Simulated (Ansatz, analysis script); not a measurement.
# Energy of a turned moment in MnO2

How well does a Heisenberg term describe MnO2? One moment is turned under a constraint.

Program: Ansatz 0.2.0. Level of theory: PBE with U = 5.2 eV on Mn d (ortho-atomic projectors), PAW set soft_1. Results are calculated unless marked as measured.

### 1. The starting structure

Symmetry: P-3m1, No. 164, trigonal system. Conventional cell: a = 2.857 Å, b = 2.857 Å, c = 4.601 Å, α = 90.00°, β = 90.00°, γ = 120.00°. Nearest to Mn lie 6 O at 1.90 Å. Nearest to O lie 3 Mn at 1.90 Å. Farther neighbours and most contacts between anions are not listed.

The cell comes from the Materials Project, a database of computed structures, and the real compound, where it exists, may take another one.

The cell of this run holds 6 atoms, 2 of them with a starting moment; values «a cell» refer to the cell of the run in question.

### 2. Starting state

A collinear run comes first: it shows whether moments survive, and how large they are.

File input.yaml:

```yaml
crystal:
  lattice:
    - [2.8565781804, 0.0, 0.0]
    - [-1.4282890902, 2.4738692722, 0.0]
    - [0.0, 0.0, 9.2027481178]
  atoms:
    - { symbol: Mn, position: [0.0, 0.0, 0.25], spin: 4.5 }
    - { symbol: Mn, position: [0.0, 0.0, 0.75], spin: -4.5 }
    - { symbol: O, position: [0.66666667, 0.33333333, 0.146853715] }
    - { symbol: O, position: [0.66666667, 0.33333333, 0.646853715] }
    - { symbol: O, position: [0.33333333, 0.66666667, 0.353146285] }
    - { symbol: O, position: [0.33333333, 0.66666667, 0.853146285] }
magnetization:
  spin_polarized: true
kpoints:
  mp_grid: { grid: [8, 8, 2] }
hamiltonian:
  xc: pbe
  hubbard:
    projectors: ortho-atomic
    sites: [{ species: Mn, l: d, u_eff: 5.2 }]
  pseudopotentials: { kind: paw, azcp: { folder: soft_1 } }
scf:
  occupations: { method: fermi_dirac, width: 0.02 }
  max_iter: 120
  convergence: { dr2_threshold: 1.0e-08 }
output:
  write_density: true
  write_potential: true
  elf: true
  volumetric_format: npy
```

Command:

```
ansatz run input.yaml --threads 4 --pin off --max-ram 8192MiB --backend cpu --events-out ev --progress --plain --runs-dir out
```

Numbers of over 12 decimals in the logs are rounded to 6 here.

Log:

```text
Engine: ansatz 0.2.0, aarch64-unknown-linux-gnu
Pseudopotentials: kind: paw
Pseudopotential: Mn, paw, valence charge 15, recommended cutoff 420 eV (normal), soft_1/Mn.paw.azcp
Pseudopotential: O, paw, valence charge 6, recommended cutoff 420 eV (normal), soft_1/O.paw.azcp
Functional definition: PBE
  parameter kappa = 0.804
  parameter beta = 0.066725
  exchange = pbe_x(kappa = kappa, mu = beta*pi^2/3)
  correlation = pbe_c(beta = beta)
Crystal: 6 atoms, lattice volume = 65.034 Å³
Basis set: ecut = 420 eV, 1255 PW (Γ)
Bands: 38, of which v1, the nominal top of the filled ones, is band 27 counted from 1 (26 counted from 0)
Symmetry: 12 space group operations
Space group: P-3m1 (ITA 164), of the structure as read, at distance tolerance 4.0e-5 Å
Magnetic group: BNS 164.90 (UNI 1320), of the structure as read, at distance tolerance 4.0e-5 Å
k-points: 20 of 128
Non-local potential: Mn, projectors of the file, l = 0: 3, l = 1: 2, l = 2: 3, l = 3: 1
Non-local potential: O, projectors of the file, l = 0: 2, l = 1: 2, l = 2: 1
PAW form: soft (Blöchl's): semilocal exchange-correlation on the pseudo side does not see the compensation charge
PAW one-centre angular grid: Mn, 590 points (default); XC on 64 Gauss nodes
PAW one-centre angular grid: O, 110 points (default); XC on 64 Gauss nodes
Initial density: superposition of atomic densities (chi_scale 0.1, normalization cell, long waves kept (reshape's long-wave potential 0.12 eV rms))
Starting moments: Σ|m| = 9 μB on 2 of 6 sites
Starting magnetic order: antiferromagnet; a translation exchanges its spin sublattices: spin-degenerate at every k-point
Initial wavefunctions: pseudopotential atomic-orbital guess
Functional: x = pbe(κ = 0.804, μ = 0.219515), c = pbe(β = 0.066725)
SCF iter   1: F=—  HF=-10061.384735 eV  |F-HF|=—  |Δ(HF+E_count)|=         —  Δρ=9.99e-2 (↑9.99e-2 ↓9.99e-2)  dr2=2.24e1  dr2_m=1.24e0  M=0.000 μB ∫|m|=8.700 μB  β_m=0.30  ethr=3.10e-3  ⟨swp⟩=6.1  Hψ=2955  notcnv=0  defer=11
preconditioner: auto → Resta (q_TF=auto, 2.645 Å⁻¹)  ε∞=5.6  [insulator: Δε(μ)=0.127 eV  Ē_g=13.263 eV  σ=0.020 eV  W_gap=0.92  n_scr=24 (ndim 8)  ℏωp=28.4 eV  f_vac=0.091  D(μ)=0.37/eV (n_scr^D=2)  ε∞_Penn≈5.6]
spin=Collinear: Resta preconditioning applied to the charge; magnetization (m = ρ↑ − ρ↓) channel mixes plain (no charge-response kernel on spin).
SCF iter   2: F=—  HF=-10059.244477 eV  |F-HF|=—  |Δ(HF+E_count)|=    2.14e0  Δρ=5.00e-2 (↑5.00e-2 ↓5.00e-2)  dr2=1.65e0  dr2_m=1.15e0  M=0.000 μB ∫|m|=8.684 μB  β_m=0.30  ethr=3.10e-3  ⟨swp⟩=3.0  Hψ=1726  notcnv=0  defer=79
SCF iter   3: F=—  HF=-10059.774129 eV  |F-HF|=—  |Δ(HF+E_count)|=   5.30e-1  Δρ=3.63e-2 (↑3.63e-2 ↓3.63e-2)  dr2=9.09e-1  dr2_m=6.23e-1  M=0.000 μB ∫|m|=8.556 μB  β_m=0.30  ethr=3.05e-3  ⟨swp⟩=2.1  Hψ=1062  notcnv=0  defer=79
SCF iter   4: F=—  HF=-10060.028752 eV  |F-HF|=—  |Δ(HF+E_count)|=   2.55e-1  Δρ=2.45e-2 (↑2.45e-2 ↓2.45e-2)  dr2=1.03e-1  dr2_m=3.29e-1  M=0.000 μB ∫|m|=8.426 μB  β_m=0.30  ethr=1.68e-3  ⟨swp⟩=3.0  Hψ=1369  notcnv=0  defer=77
SCF iter   5: F=—  HF=-10060.305405 eV  |F-HF|=—  |Δ(HF+E_count)|=   2.77e-1  Δρ=2.45e-2 (↑2.45e-2 ↓2.45e-2)  dr2=3.05e-1  dr2_m=2.83e-1  M=0.000 μB ∫|m|=8.212 μB  β_m=0.30  ethr=1.90e-4  ⟨swp⟩=2.1  Hψ=1362  notcnv=0  defer=77
SCF iter   6: F=—  HF=-10060.421288 eV  |F-HF|=—  |Δ(HF+E_count)|=   1.16e-1  Δρ=1.55e-2 (↑1.55e-2 ↓1.55e-2)  dr2=1.36e-2  dr2_m=1.40e-1  M=0.000 μB ∫|m|=8.152 μB  β_m=0.30  ethr=1.90e-4  ⟨swp⟩=2.1  Hψ=1354  notcnv=0  defer=79
SCF iter   7: F=—  HF=-10060.507638 eV  |F-HF|=—  |Δ(HF+E_count)|=   8.63e-2  Δρ=1.19e-2 (↑1.19e-2 ↓1.19e-2)  dr2=2.12e-3  dr2_m=8.42e-2  M=0.000 μB ∫|m|=8.071 μB  β_m=0.30  ethr=2.52e-5  ⟨swp⟩=2.5  Hψ=1420  notcnv=0  defer=79
SCF iter   8: F=—  HF=-10060.561783 eV  |F-HF|=—  |Δ(HF+E_count)|=   5.41e-2  Δρ=1.01e-2 (↑1.01e-2 ↓1.01e-2)  dr2=3.72e-4  dr2_m=6.09e-2  M=0.000 μB ∫|m|=7.984 μB  β_m=0.30  ethr=3.93e-6  ⟨swp⟩=2.0  Hψ=1390  notcnv=0  defer=79
Mixer restart at iter 8: flushing history
spin-set hold released at iteration 8 (site moments contracting): the magnetisation degrees of freedom join the quasi-Newton model from the next iteration; the mixer history was flushed
SCF iter   9: F=—  HF=-10060.596056 eV  |F-HF|=—  |Δ(HF+E_count)|=   3.43e-2  Δρ=8.89e-3 (↑8.89e-3 ↓8.89e-3)  dr2=9.76e-4  dr2_m=4.69e-2  M=0.000 μB ∫|m|=7.903 μB  β_m=0.45  ethr=6.89e-7  ⟨swp⟩=2.0  Hψ=1385  notcnv=0  defer=79
SCF iter  10: F=—  HF=-10060.666808 eV  |F-HF|=—  |Δ(HF+E_count)|=   7.08e-2  Δρ=5.27e-3 (↑5.27e-3 ↓5.27e-3)  dr2=3.01e-2  dr2_m=7.92e-3  M=0.000 μB ∫|m|=7.649 μB  β_m=0.51  ethr=6.89e-7  ⟨swp⟩=3.0  Hψ=2070  notcnv=0  defer=79
SCF iter  11: F=—  HF=-10060.675754 eV  |F-HF|=—  |Δ(HF+E_count)|=   8.95e-3  Δρ=3.04e-3 (↑3.04e-3 ↓3.04e-3)  dr2=1.56e-3  dr2_m=5.13e-3  M=0.000 μB ∫|m|=7.455 μB  β_m=0.76  ethr=6.89e-7  ⟨swp⟩=3.0  Hψ=1758  notcnv=0  defer=80
SCF iter  12: F=—  HF=-10060.679359 eV  |F-HF|=—  |Δ(HF+E_count)|=   3.61e-3  Δρ=6.33e-4 (↑6.33e-4 ↓6.33e-4)  dr2=5.19e-4  dr2_m=1.13e-4  M=0.000 μB ∫|m|=7.346 μB  β_m=0.88  ethr=6.89e-7  ⟨swp⟩=2.8  Hψ=1565  notcnv=0  defer=80
SCF iter  13: F=—  HF=-10060.679376 eV  |F-HF|=—  |Δ(HF+E_count)|=   1.63e-5  Δρ=1.66e-4 (↑1.66e-4 ↓1.66e-4)  dr2=5.18e-5  dr2_m=4.28e-6  M=0.000 μB ∫|m|=7.332 μB  β_m=0.89  ethr=6.89e-7  ⟨swp⟩=2.0  Hψ=980  notcnv=0  defer=80
SCF iter  14: F=—  HF=-10060.679370 eV  |F-HF|=—  |Δ(HF+E_count)|=   5.40e-6  Δρ=3.68e-5 (↑3.68e-5 ↓3.68e-5)  dr2=2.53e-6  dr2_m=7.77e-8  M=0.000 μB ∫|m|=7.330 μB  β_m=0.94  ethr=9.60e-8  ⟨swp⟩=2.3  Hψ=1032  notcnv=0  defer=80
SCF iter  15: F=-10060.679370 eV  HF=-10060.679370 eV  |F-HF|=9.84e-10  |Δ(HF+E_count)|=   8.93e-8  Δρ=4.25e-6 (↑4.25e-6 ↓4.25e-6)  dr2=9.89e-9  dr2_m=9.35e-9  M=0.000 μB ∫|m|=7.330 μB  ethr=1.85e-11  ⟨swp⟩=10.2  Hψ=3412  notcnv=0
SCF 1 converged in 15 iterations: F = -10060.679370 eV  dr2 = 9.89e-9
  greatest PAW one-centre occupation: 1.001 electrons in one spin orbital (limit 2), on the Mn atom at site 1 (counted from 0), in its partial waves of l = 1
SCF converged after 15 iterations
Magnetization: 0.0000 μB (27.0000 up, 27.0000 down)
Absolute magnetization: 7.3311 μB (∫|ρ↑−ρ↓|, with the PAW one-centre terms)
Spin contamination: 3.3212 ħ² per cell (⟨S²⟩ above its minimum at these occupations)
Per-site moments (μB) at R_I (Å): [(2.861604, 0.784949), (-2.861604, 0.784949), (-0.147743, 0.784949), (0.147743, 0.784949), (-0.147743, 0.784949), (0.147743, 0.784949)]
Free energy (F): -10060.679370 eV
Harris-Foulkes:  -10060.679370 eV  (|F-HF|=9.84e-10)
Internal energy: -10060.679370 eV  (E = F + TS)
E sigma→0 (E₀):  -10060.679370 eV
Fermi energy:    8.237378 eV
--- Per-component energies (eV) ---
  E_band       = -745.020824
  E_kinetic    = 1305.706668
  E_local      = -7552.759590  (includes V_loc(G=0)·N_el)
  E_nonlocal   = 1103.994058
  E_hartree    = 2950.243284
  E_xc         = -505.328375
  E_vxc        = -645.274148  (∫ρ·V_xc dr)
  E_hubbard    = 6.100654  (on-site DFT+U / exact-exchange correction)
  E_vhub       = -13.953877  (the Hubbard potential's part of the band-sum identity)
  E_paw        = -3289.659158  (= ΣΔE_a)
  E_vpaw       = -843.214831  (= ΣTr[D̂ρ^β])
  E_aug_tail   = 0.003188  (compensation charges beyond the density's cutoff)
  E_ewald      = -4078.980099
  E_smearing   = -0.000000  (= −TS)
  E_closure    = 0.000000  (closes the sum)
  Σ components = -10060.679370   (vs F -10060.679370, Δ=0.00e0)
--- Band table (eV; the first three rows and the last of 40) ---
  k-point 0 ↑: bands = [... 23 lower, 6.5915, 6.7341, 6.7341, 6.9505, 10.5214, 10.5214, 10.7458, 10.7458, ... 7 higher]
  k-point 1 ↑: bands = [... 23 lower, 6.4654, 6.7320, 6.7320, 6.8440, 10.5218, 10.5218, 10.7454, 10.7454, ... 7 higher]
  k-point 2 ↑: bands = [... 23 lower, 6.1953, 6.7395, 6.9087, 7.1170, 10.0008, 10.4146, 10.8324, 11.0317, ... 7 higher]
  k-point 19 ↓: bands = [... 23 lower, 5.3174, 5.5004, 5.9999, 6.1695, 9.6802, 9.6886, 11.1794, 11.4083, ... 7 higher]
Occupation matrices written to <dir>
```

Wall time 2 s (4 threads of Arm Neoverse V1, shared host); peak memory 0.43 GiB; 6.8 s of CPU time.

Spin moment in the atom's sphere by atom:

```csv
atom,spin moment in the atom's sphere (μB)
Mn1,2.86
Mn2,-2.86
O3,-0.15
O4,0.15
O5,-0.15
O6,0.15
```

Tables count atoms from 1; parts of the log count from 0.

The run ends antiferromagnetic, with a net moment of 0 μB a cell. Only this order was typed.

Spin density in the ac plane at fractional y = 0.000, with atoms of Mn within 0.2 Å of it.

Ten even steps from '_' (-6.6 e/Å³) to '@' (6.5 e/Å³), each cell a mean:
```
++++++++++++++++++++++++++++++
++++++++++++++++++++++++++++++
====++++++++++++++++++++++++==
========++++++++++++++++======
----========++++++++========--
__..--======++++++++======--..
..::--======++++++++======--::
==========++++++++++++========
======++++++++++++++++++++====
++++++++++++++++++++++++++++++
++++++++++++++++++++++++++++++
++++++++++++++++++++++++++++++
++++++++++++++++++++++++++++++
++++++++++++++++++++++++++++++
++++++++++++++++++++++++++++++
++++++++++++++++++++++++++++++
****++++++++++++++++++++++++**
@@%%**++++++++++++++++++++**%%
%%##**++++++++++++++++++++**##
++++++++++++++++++++++++++++++
++++++++++++++++++++++++++++++
++++++++++++++++++++++++++++++
++++++++++++++++++++++++++++++
++++++++++++++++++++++++++++++
```
Columns run along a (2.9 Å), rows up along c (9.2 Å). Atoms in or near the plane, at fractional coordinates: Mn at (0.00, 0.25), Mn at (0.00, 0.75).

Valence density in the ac plane at fractional y = 0.000, with atoms of Mn within 0.2 Å of it. It is the smooth field of the valence electrons, not physical close to the nuclei.

Values in e/Å³, 24 rows by 15 columns, each cell a mean:
```
 0  0  0  0  0  0  0  0  0  0  0  0  0  0  0
 0  0  0  0  0  0  0  0  0  0  0  0  0  0  0
 0  0  0  0  0  0  0  0  0  0  0  0  0  0  0
 1  1  1  0  0  0  1  1  1  1  0  0  0  1  1
 9  7  4  2  1  0  0  0  0  0  0  1  2  4  7
27 21 11  4  1  0  0  0  0  0  0  1  4 11 21
18 14  8  3  1  0  0  0  0  0  0  1  3  8 14
 3  3  2  1  0  0  1  1  1  1  0  0  1  2  3
 0  0  0  0  0  0  0  1  1  0  0  0  0  0  0
 0  0  0  0  0  0  0  0  0  0  0  0  0  0  0
 0  0  0  0  0  0  0  0  0  0  0  0  0  0  0
 0  0  0  0  0  0  0  0  0  0  0  0  0  0  0
 0  0  0  0  0  0  0  0  0  0  0  0  0  0  0
 0  0  0  0  0  0  0  0  0  0  0  0  0  0  0
 0  0  0  0  0  0  0  0  0  0  0  0  0  0  0
 1  1  1  0  0  0  1  1  1  1  0  0  0  1  1
 9  7  4  2  1  0  0  0  0  0  0  1  2  4  7
26 21 11  4  1  0  0  0  0  0  0  1  4 11 21
18 15  8  3  1  0  0  0  0  0  0  1  3  8 15
 3  3  1  1  0  0  1  1  1  1  0  0  1  1  3
 0  0  0  0  0  0  0  1  1  0  0  0  0  0  0
 0  0  0  0  0  0  0  0  0  0  0  0  0  0  0
 0  0  0  0  0  0  0  0  0  0  0  0  0  0  0
 0  0  0  0  0  0  0  0  0  0  0  0  0  0  0
```
Columns run along a (2.9 Å), rows up along c (9.2 Å). Atoms in or near the plane, at fractional coordinates: Mn at (0.00, 0.25), Mn at (0.00, 0.75).

ELF in the ac plane at fractional y = 0.000, with atoms of Mn within 0.2 Å of it. It is the smooth field of the valence electrons, not physical close to the nuclei.

Ten even steps from '0' (0.00) to '9' (0.78), each cell a mean:
```
000000011000000
000124566542100
001136788763110
322135788753112
775322455422357
998521111112589
987421233212478
543224677642234
111136888863111
000135777753100
000012333321000
000000000000000
000000111100000
000124566542100
001136788763110
322135788753122
775322455422357
998521111112589
987421233212478
553224677642235
111136888863111
000135777753100
000012333321000
000000000000000
```
Columns run along a (2.9 Å), rows up along c (9.2 Å). Atoms in or near the plane, at fractional coordinates: Mn at (0.00, 0.25), Mn at (0.00, 0.75).

[end of part 1 of 2]

[Logs and program files are shortened in this print: banners, set-up blocks, solver, clock and traceback lines can be left out without a mark of their own.]

[Logs are printed without paths, hosts, clocks, repeated set-up lines and the standing remarks that a program may print on its own settings, such as how far it seeks lower states.]

[Hosts, paths, dates, database ids (printed as entryN), source tags and the programs' standing remarks are cut or masked in the printed files.]
